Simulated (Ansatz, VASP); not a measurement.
## Two plane-wave programs on Si3C

```xyz
4
Lattice="1.6986 0.9807 5.8709 -1.6986 0.9807 5.8709 0.0000 -1.9614 5.8709" Properties=species:S:1:pos:R:3 pbc="T T T"
C     1.6986    0.9807    5.8528
Si    0.0000    0.0000    8.7468
Si    0.0000    0.0000    6.4089
Si    0.0000    0.0000   15.6847
```

Alike in both runs: task single point; functional PBE; k mesh 6 × 6 × 6; occupations fermi-dirac, width 0.001 eV; no spin polarisation.

|  | VASP | Ansatz |
| --- | --- | --- |
| version | VASP 6.6.1 | Ansatz 0.2.0 |
| potentials or method | VASP PAW PBE potentials, release 64 (C, Si) | plane waves |
| plane-wave cutoff (eV) | 520 | 420 |
| valence electrons in the cell | 16 | 16 |

|  | VASP | Ansatz | Ansatz less VASP |
| --- | --- | --- | --- |
| pressure (GPa) | 1.8 | 1.9 | +0.06 |
| rms of the force components (eV/Å) | 0.057 | 0.064 | +0.0072 |

Atom by atom the forces differ by 0.008 eV/Å (rms over components).

Caveats: the k mesh is coarse (spacing up to 0.36 Å⁻¹), so the values aren't converged.
